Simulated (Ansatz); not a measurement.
# ZrN (Fm-3m) in Ansatz: relaxation of cell and atoms with PBE+D4

Aim: the relaxation of cell and atoms of ZrN with PBE+D4.

All numbers are computed with Ansatz 0.2.0; they aren't measurements. Logs are shortened: lines on timing, memory, paths and dates and some standing lists are left out, and cuts for length are marked.

## Step 1: Starting point

Symmetry: Fm-3m, No. 225, cubic system. Conventional cell: a = 4.600 Å, b = 4.600 Å, c = 4.600 Å, α = 90.00°, β = 90.00°, γ = 90.00°. Zr (site symmetry m-3m) is surrounded by 6 N at 2.30 Å. N (site symmetry m-3m) has 6 Zr at 2.30 Å as nearest neighbours.

## Step 2: Relaxation of cell and atoms, PBE+D4

input.yaml

```yaml
crystal:
  lattice:
    - [0.0, 2.3, 2.3]
    - [2.3, 0.0, 2.3]
    - [2.3, 2.3, 0.0]
  atoms:
    - { symbol: Zr, position: [0.5, 0.5, 0.5] }
    - { symbol: "N", position: [0.0, 0.0, 0.0] }
kpoints:
  mp_grid: { grid: [10, 10, 10] }
scf:
  occupations: { method: fermi_dirac, width: 0.05 }
hamiltonian:
  xc: pbe
  dispersion: d4
  pseudopotentials: { kind: all_electron, lapw: { basis_error: 0.001 } }
output:
  forces: true
  stress: true
relax:
  f_tol: 0.005
  max_steps: 60
  cell: {}
```

Potentials or basis: all-electron LAPW, scalar-relativistic.

Started as:

```console
> ansatz run input.yaml --threads 1 --pin off --max-ram 3072MiB --backend cpu --events-out ev --progress --plain --runs-dir out
```

Output:

```text
Warning: RAYON_NUM_THREADS=1 ignored (pool sized by the plan → 1); use --threads N
The last accepted step is kept in <dir> (removed where the run ends without a failure and the disk answers)
LAPW: plane waves up to 8.824 Å⁻¹, error target 1.0e-3 eV per atom; small_component_spin mean_spin; N in spheres of 1.027 Å, 7 of its electrons in bands, Dirac shells []; Zr in spheres of 1.204 Å, 30 of its electrons in bands, Dirac shells [] (how accurate: hamiltonian.pseudopotentials.lapw.basis_error, Limitations)
Engine: ansatz 0.2.0, aarch64-unknown-linux-gnu
Pseudopotentials: kind: all_electron
Pseudopotential: Zr, LAPW, valence charge 30, lapw/all_electron/scalar/gaussian/Zr, Koelling and Harmon's equation, gaussian nucleus
Pseudopotential: N, LAPW, valence charge 7, lapw/all_electron/scalar/gaussian/N, Koelling and Harmon's equation, gaussian nucleus
Functional definition: PBE
  parameter kappa = 0.804
  parameter beta = 0.06672455060314922
  exchange = pbe_x(kappa = kappa, mu = beta*pi^2/3)
  correlation = pbe_c(beta = beta)
Crystal: 2 atoms, lattice volume = 24.334 Å³
Basis set: ecut = 296.6496787421871 eV, 283 PW (Γ), exchange–correlation at level 2
Bands: 23, of which v1, the nominal top of the filled ones, is band 19 counted from 1 (18 counted from 0)
Symmetry: 48 space group operations
Space group: Fm-3m (ITA 225), of the structure as read, at distance tolerance 2.9e-5 Å
k-points: 47 of 1000
Non-local potential: Zr, projectors of the file, none
Non-local potential: N, projectors of the file, none
Initial density: superposition of atomic densities (chi_scale 0.1, normalization cell, long waves kept (reshape's long-wave potential 0.00 eV rms))
Initial wavefunctions: plane waves of lowest kinetic energy (no species holds an atomic orbital)
Functional: x = pbe(κ = 0.804, μ = 0.2195149727645171), c = pbe(β = 0.06672455060314922)
iter 1 solved again at ethr=1.26e-2 eV; its pass at ethr=1.00e-1 eV (dr2=4.67e0 eV) is discarded
SCF iter   1: F=—  HF=-99423.279854 eV  |F-HF|=—  |Δ(HF+E_count)|=         —  Δρ=1.19e-1  dr2=4.67e0  ethr=1.26e-2  ⟨swp⟩=2.0  Hψ=7201  notcnv=0
preconditioner: auto → Kerker (q_TF=auto, 2.926 Å⁻¹)  [metal: Δε(μ)=0.125 eV  Ē_g=19.393 eV  σ=0.050 eV  W_gap=0.49  n_scr=14 (ndim 8)  ℏωp=29.2 eV  f_vac=0.000  D(μ)=0.44/eV (n_scr^D=0)]
iter 2 solved again at ethr=1.91e-4 eV; its pass at ethr=1.26e-2 eV (dr2=7.07e-2 eV) is discarded
SCF iter   2: F=—  HF=-99421.359820 eV  |F-HF|=—  |Δ(HF+E_count)|=    1.92e0  Δρ=1.95e-2  dr2=7.04e-2  ethr=1.91e-4  ⟨swp⟩=2.0  Hψ=5348  notcnv=0
SCF iter   3: F=—  HF=-99421.320003 eV  |F-HF|=—  |Δ(HF+E_count)|=   3.98e-2  Δρ=3.15e-2  dr2=3.63e-1  ethr=1.90e-4  ⟨swp⟩=3.0  Hψ=3549  notcnv=0
SCF iter   4: F=—  HF=-99421.286396 eV  |F-HF|=—  |Δ(HF+E_count)|=   3.36e-2  Δρ=7.78e-3  dr2=1.05e-2  ethr=1.90e-4  ⟨swp⟩=2.9  Hψ=3511  notcnv=0
SCF iter   5: F=—  HF=-99421.276287 eV  |F-HF|=—  |Δ(HF+E_count)|=   1.01e-2  Δρ=1.84e-3  dr2=9.09e-4  ethr=2.84e-5  ⟨swp⟩=2.9  Hψ=3468  notcnv=0
SCF iter   6: F=—  HF=-99421.275746 eV  |F-HF|=—  |Δ(HF+E_count)|=   5.41e-4  Δρ=1.47e-3  dr2=8.15e-4  ethr=2.46e-6  ⟨swp⟩=2.0  Hψ=3203  notcnv=0
SCF iter   7: F=—  HF=-99421.275558 eV  |F-HF|=—  |Δ(HF+E_count)|=   1.87e-4  Δρ=2.22e-4  dr2=1.43e-5  ethr=2.20e-6  ⟨swp⟩=2.0  Hψ=3203  notcnv=0
SCF iter   8: F=—  HF=-99421.275550 eV  |F-HF|=—  |Δ(HF+E_count)|=   8.07e-6  Δρ=5.92e-5  dr2=1.16e-6  ethr=3.86e-8  ⟨swp⟩=2.0  Hψ=3203  notcnv=0
SCF iter   9: F=-99421.275550 eV  HF=-99421.275550 eV  |F-HF|=5.73e-8  |Δ(HF+E_count)|=   3.12e-7  Δρ=1.41e-5  dr2=5.72e-8  ethr=3.13e-9  ⟨swp⟩=2.1  Hψ=3212  notcnv=0
SCF 1 converged in 9 iterations: F = -99421.275550 eV  dr2 = 5.72e-8
relax step   1: F+E_penalty+E_count = -99421.27555004 eV  Δ(F+E_penalty+E_count) = +0.000e0 eV  max|allowed force component| = 7.396e-31 eV/Å  Δτ_max = 0.0000 Å  P = -5.260 GPa  Ω = 24.334 Å³  (9 SCF iters, accepted)
Crystal: 2 atoms, lattice volume = 23.499 Å³
Basis set: ecut = 303.6398515172924 eV, 283 PW (Γ), exchange–correlation at level 2
Initial density: handed on by an earlier stage of this run
Initial wavefunctions: those handed on with the density
iter 1 solved again at ethr=4.28e-7 eV; its pass at ethr=1.00e-1 eV (dr2=1.59e-4 eV) is discarded
SCF iter   1: F=—  HF=-99421.281012 eV  |F-HF|=—  |Δ(HF+E_count)|=         —  Δρ=9.46e-4  dr2=1.63e-4  ethr=4.28e-7  ⟨swp⟩=4.2  Hψ=5780  notcnv=0
preconditioner: auto → Kerker (q_TF=auto, 2.943 Å⁻¹)  [metal: Δε(μ)=0.021 eV  Ē_g=19.020 eV  σ=0.050 eV  W_gap=0.11  n_scr=14 (ndim 8)  ℏωp=29.7 eV  f_vac=0.000  D(μ)=0.80/eV (n_scr^D=8)]
SCF iter   2: F=—  HF=-99421.280761 eV  |F-HF|=—  |Δ(HF+E_count)|=   2.51e-4  Δρ=5.79e-4  dr2=9.87e-5  ethr=4.28e-7  ⟨swp⟩=3.0  Hψ=3289  notcnv=0
SCF iter   3: F=—  HF=-99421.280718 eV  |F-HF|=—  |Δ(HF+E_count)|=   4.33e-5  Δρ=3.03e-4  dr2=2.27e-5  ethr=2.67e-7  ⟨swp⟩=2.0  Hψ=3163  notcnv=0
SCF iter   4: F=—  HF=-99421.280713 eV  |F-HF|=—  |Δ(HF+E_count)|=   4.92e-6  Δρ=1.97e-4  dr2=1.11e-5  ethr=6.14e-8  ⟨swp⟩=2.0  Hψ=3163  notcnv=0
iter 5 solved again at ethr=2.78e-9 eV; its pass at ethr=3.00e-8 eV (dr2=1.03e-6 eV) is discarded
SCF iter   5: F=—  HF=-99421.280712 eV  |F-HF|=—  |Δ(HF+E_count)|=   1.73e-6  Δρ=6.16e-5  dr2=1.03e-6  ethr=2.78e-9  ⟨swp⟩=2.0  Hψ=5364  notcnv=0
SCF iter   6: F=-99421.280711 eV  HF=-99421.280711 eV  |F-HF|=5.54e-9  |Δ(HF+E_count)|=   2.81e-7  Δρ=1.31e-5  dr2=3.53e-8  ethr=2.78e-9  ⟨swp⟩=2.0  Hψ=3163  notcnv=0
SCF 2 converged in 6 iterations: F = -99421.280711 eV  dr2 = 3.53e-8
relax step   2: F+E_penalty+E_count = -99421.28071128 eV  Δ(F+E_penalty+E_count) = -5.161e-3 eV  max|allowed force component| = 1.091e-29 eV/Å  Δτ_max = 0.0000 Å  P = +3.554 GPa  Ω = 23.499 Å³  (6 SCF iters, accepted)
Crystal: 2 atoms, lattice volume = 23.828 Å³
Basis set: ecut = 300.8310564600627 eV, 283 PW (Γ), exchange–correlation at level 2
iter 1 solved again at ethr=6.64e-8 eV; its pass at ethr=1.00e-1 eV (dr2=2.46e-5 eV) is discarded
SCF iter   1: F=—  HF=-99421.284253 eV  |F-HF|=—  |Δ(HF+E_count)|=         —  Δρ=3.82e-4  dr2=2.70e-5  ethr=6.64e-8  ⟨swp⟩=4.6  Hψ=5829  notcnv=0
preconditioner: auto → Kerker (q_TF=auto, 2.936 Å⁻¹)  [metal: Δε(μ)=0.018 eV  Ē_g=18.927 eV  σ=0.050 eV  W_gap=0.09  n_scr=14 (ndim 8)  ℏωp=29.5 eV  f_vac=0.000  D(μ)=0.80/eV (n_scr^D=8)]
SCF iter   2: F=—  HF=-99421.284212 eV  |F-HF|=—  |Δ(HF+E_count)|=   4.07e-5  Δρ=2.32e-4  dr2=1.63e-5  ethr=6.64e-8  ⟨swp⟩=3.0  Hψ=3317  notcnv=0
SCF iter   3: F=—  HF=-99421.284199 eV  |F-HF|=—  |Δ(HF+E_count)|=   1.31e-5  Δρ=1.22e-4  dr2=3.69e-6  ethr=4.39e-8  ⟨swp⟩=2.0  Hψ=3175  notcnv=0
SCF iter   4: F=—  HF=-99421.284198 eV  |F-HF|=—  |Δ(HF+E_count)|=   7.57e-7  Δρ=8.03e-5  dr2=1.83e-6  ethr=9.96e-9  ⟨swp⟩=2.0  Hψ=3175  notcnv=0
SCF iter   5: F=—  HF=-99421.284198 eV  |F-HF|=—  |Δ(HF+E_count)|=   3.20e-7  Δρ=2.63e-5  dr2=1.92e-7  ethr=4.96e-9  ⟨swp⟩=2.0  Hψ=3177  notcnv=0
iter 6 solved again at ethr=1.85e-11 eV; its pass at ethr=5.18e-10 eV (dr2=6.83e-9 eV) is discarded
SCF iter   6: F=-99421.284198 eV  HF=-99421.284198 eV  |F-HF|=1.19e-9  |Δ(HF+E_count)|=   6.33e-8  Δρ=5.50e-6  dr2=6.84e-9  ethr=1.85e-11  ⟨swp⟩=2.0  Hψ=5376  notcnv=0
SCF 3 converged in 6 iterations: F = -99421.284198 eV  dr2 = 6.84e-9
relax step   3: F+E_penalty+E_count = -99421.28419785 eV  Δ(F+E_penalty+E_count) = -3.487e-3 eV  max|allowed force component| = 1.381e-30 eV/Å  Δτ_max = 0.0000 Å  P = -0.123 GPa  Ω = 23.828 Å³  (6 SCF iters, accepted)
Crystal: 2 atoms, lattice volume = 23.817 Å³
Basis set: ecut = 300.92494682598954 eV, 283 PW (Γ), exchange–correlation at level 2
iter 1 solved again at ethr=4.57e-11 eV; its pass at ethr=1.00e-1 eV (dr2=1.69e-8 eV) is discarded
SCF iter   1: F=—  HF=-99421.284209 eV  |F-HF|=—  |Δ(HF+E_count)|=         —  Δρ=1.11e-5  dr2=1.74e-8  ethr=4.57e-11  ⟨swp⟩=5.1  Hψ=5871  notcnv=0
preconditioner: auto → Kerker (q_TF=auto, 2.936 Å⁻¹)  [metal: Δε(μ)=0.018 eV  Ē_g=18.932 eV  σ=0.050 eV  W_gap=0.09  n_scr=14 (ndim 8)  ℏωp=29.5 eV  f_vac=0.000  D(μ)=0.80/eV (n_scr^D=8)]
SCF iter   2: F=-99421.284202 eV  HF=-99421.284202 eV  |F-HF|=1.60e-8  |Δ(HF+E_count)|=   7.22e-6  Δρ=6.91e-6  dr2=1.31e-8  ethr=4.57e-11  ⟨swp⟩=3.0  Hψ=3588  notcnv=0
SCF 4 converged in 2 iterations: F = -99421.284202 eV  dr2 = 1.31e-8
relax step   4: F+E_penalty+E_count = -99421.28420222 eV  Δ(F+E_penalty+E_count) = -4.374e-6 eV  max|allowed force component| = 9.926e-30 eV/Å  Δτ_max = 0.0000 Å  P = -0.002 GPa  Ω = 23.817 Å³  (2 SCF iters, accepted)
iter 1 solved again at ethr=3.10e-11 eV; its pass at ethr=1.00e-1 eV (dr2=1.15e-8 eV) is discarded
SCF iter   1: F=—  HF=-99421.284210 eV  |F-HF|=—  |Δ(HF+E_count)|=         —  Δρ=6.61e-6  dr2=1.17e-8  ethr=3.10e-11  ⟨swp⟩=3.0  Hψ=5600  notcnv=0
SCF iter   2: F=-99421.284203 eV  HF=-99421.284203 eV  |F-HF|=3.49e-10  |Δ(HF+E_count)|=   7.18e-6  Δρ=3.03e-6  dr2=1.46e-9  ethr=3.10e-11  ⟨swp⟩=3.0  Hψ=3588  notcnv=0
SCF 5 converged in 2 iterations: F = -99421.284203 eV  dr2 = 1.46e-9
relax step   5: F+E_penalty+E_count = -99421.28420326 eV  Δ(F+E_penalty+E_count) = -1.034e-6 eV  max|allowed force component| = 8.743e-30 eV/Å  Δτ_max = 0.0000 Å  P = -0.003 GPa  Ω = 23.817 Å³  stress off target by 3.24e-3 GPa  SCF on the basis re-selected at this cell (its energy is not comparable with the rows above)  (2 SCF iters)
basis re-selected at this cell: Δ(F+E_penalty+E_count) = -1.034e-6 eV, ΔP = -0.001 GPa vs the last step (what re-selecting the basis moved, after the strain that the cell walked since its last selection, with what the two solves' SCF thresholds leave and, on support functions, any second-order correction that the steps lacked; it is no measure of the basis error at this ecutwfc). This SCF's stress stands 3.24e-3 GPa from its target on what of the cell is left free (relax.cell.stress_tol is 5.00e-2 GPa) and its largest allowed force component is 8.74e-30 eV/Å (relax.f_tol is 5.00e-3 eV/Å): within both
SCF converged after 2 iterations
Free energy (F): -99421.284203 eV
Harris-Foulkes:  -99421.284203 eV  (|F-HF|=3.49e-10)
Internal energy: -99421.277949 eV  (E = F + TS)
E sigma→0 (E₀):  -99421.281076 eV
Entropy (-TS):   -0.006255 eV (-3.127 meV/atom)
Fermi energy:    19.708616 eV
--- Per-component energies (eV) ---
  E_band       = -4718.484737
  E_kinetic    = 102641.032676
  E_xc         = -3300.657512
  E_electrostatic = -198761.080759  (all electrons and nuclei)
  E_disp       = -0.572354  (pairwise vdW)
  E_smearing   = -0.006255  (= −TS)
  E_closure    = 0.000000  (closes the sum)
  E_atoms      = -99401.554055  (free atoms, spherical and without spin; not in F)
  Σ components = -99421.284203   (vs F -99421.284203, Δ=0.00e0)
  Basis errors (estimates in eV, not in F): energy 3.9e-4 per atom: plane waves 3.6e-4 (2.0e-4 summed), levels above the bands 2.1e-18, relativity 3.8e-8, radial functions 3.0e-5, core shells 8.3e-14; eigenvalues (radial functions only) 7.3e-7; not estimated: angular momenta, meshes, grids; target (lapw.basis_error) 1.0e-3; muffin-tin radii N 1.020 Å, Zr 1.195 Å
--- Forces (eV/Å), atoms counted from 1 ---
  atom   1  Zr     0.00000000    -0.00000000    -0.00000000
  atom   2  N     -0.00000000    -0.00000000    -0.00000000
  max |Σ_I F_I| component: 1.41e-29 eV/Å
--- Stress (GPa, compression-positive) ---
       -0.003238      -0.000000      -0.000000
       -0.000000      -0.003238      -0.000000
       -0.000000      -0.000000      -0.003238
  P = ⅓ Tr σ = -0.0032 GPa (-0.032 kbar)
--- Relaxed structure (4 steps of the walk, 4 accepted, 1 SCFs on fresh bases) ---
  F+E_penalty+E_count = -99421.28420326 eV   max|allowed force component| = 8.743e-30 eV/Å   (the final SCF, on the basis selected at the relaxed cell)
  cell:  # Å, volume = 23.8173 Å³
    - [1.9871950928292805e-33, 2.2836034001026224, 2.2836034001026224]
    - [2.2836034001026224, 2.6495934571057068e-33, 2.2836034001026224]
    - [2.2836034001026224, 2.2836034001026224, 1.7833802115134567e-33]
  atoms:
    - { symbol: Zr, position: [0.49999999999999994, 0.49999999999999994, 0.49999999999999994] }
    - { symbol: N, position: [-1.3956014089757765e-35, 1.068507328747027e-35, 1.9843707533874666e-35] }
```

It took 28 s on 1 thread of Arm Neoverse V1, shared host; peak memory 0.3 GiB.

What came out:

```yaml
Free_energy: -99421.2842 eV
Relaxed_volume: 11.91 Å³/atom
Relaxed_cell: a = 3.230 Å, b = 3.230 Å, c = 3.230 Å, α = 60.00°, β = 60.00°, γ = 60.00°
Space_group_after_relaxing_to_0.05_Å: Fm-3m (No. 225)
Energy_gained_by_relaxing: 4.3 meV/atom
Ionic_steps: 5
Pressure_after_relaxing: 0.0 GPa
```

Step by step:
| step | energy change (eV) | largest force (eV/Å) | volume (Å³) |
| --- | --- | --- | --- |
| 1 | 0.0000 | 0.0000 | 24.33 |
| 2 | -0.0052 | 0.0000 | 23.50 |
| 3 | -0.0086 | 0.0000 | 23.83 |
| 4 | -0.0087 | 0.0000 | 23.82 |
| 5 | -0.0087 | 0.0000 | 23.82 |

Final structure:
```
Zr N
1.0
     0.00000    2.28360    2.28360
     2.28360    0.00000    2.28360
     2.28360    2.28360    0.00000
Zr N
1 1
Direct
  0.50000 0.50000 0.50000
  0.00000 0.00000 0.00000
```
